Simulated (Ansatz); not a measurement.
Response to strain in NaBr

The reference is NaBr in the rock salt structure (space group Fm-3m, No. 225; a = 6.036 Å). Axes: x, y, z lie along the cube axes.

Strains are applied to the cell and any free atomic positions relax.

Method: PBE (Ansatz, a quantum-chemistry and plane-wave program; PAW; 420 eV plane waves; no SOC).

Candidates:
(a) isotropic strain +2.44 %
(b) tensor shear ε_xz = −3.73 %
(c) uniaxial strain ε_xx = +2.88 %

Notes on the quantities. energy relative to the base: free energy F.

Problem. Order them by energy relative to the base, highest first.

Solution. (a) isotropic strain +2.44 % (+8.2 meV/atom), (b) tensor shear ε_xz = −3.73 % (+4.6 meV/atom), (c) uniaxial strain ε_xx = +2.88 % (+2.4 meV/atom)

Whether these cells are dynamically stable was not tested.
